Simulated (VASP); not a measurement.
Crystal: Mg2Si.

```
Si Mg
1.0
     0.00000    3.15910    3.15910
     3.15910    0.00000    3.15910
     3.15910    3.15910    0.00000
Si Mg
1 2
Direct
  0.00000 0.00000 0.00000
  0.25000 0.25000 0.25000
  0.75000 0.75000 0.75000
```

The cell was built by a generator and needn't be a form met in nature.

Program: VASP 6.6.1. Alike in all runs: potentials or basis VASP PAW PBE potentials, release 64 (Si, Mg); no spin polarisation; cell as given; cutoff (eV) 520; smearing gaussian 0.02 eV. Hardware: 4 MPI ranks on Intel(R) Xeon(R) Platinum 8488C (Sapphire Rapids), on a shared host.

Question: Order these runs on this cell by their wall time, lowest first.
A. task band structure; level r2SCAN+rVV10; k mesh 8 × 8 × 8
B. task band structure; level PBE; k mesh 8 × 8 × 8
C. task band structure; level HSE06; k mesh 6 × 6 × 6; grid for exact exchange (PRECFOCK) Fast; screening parameter 0.2 1/A
D. task electrostatic potential; level PBE; k mesh 8 × 8 × 8

Answer: D (6.6 s), B (15 s), A (120 s), C (460 s).
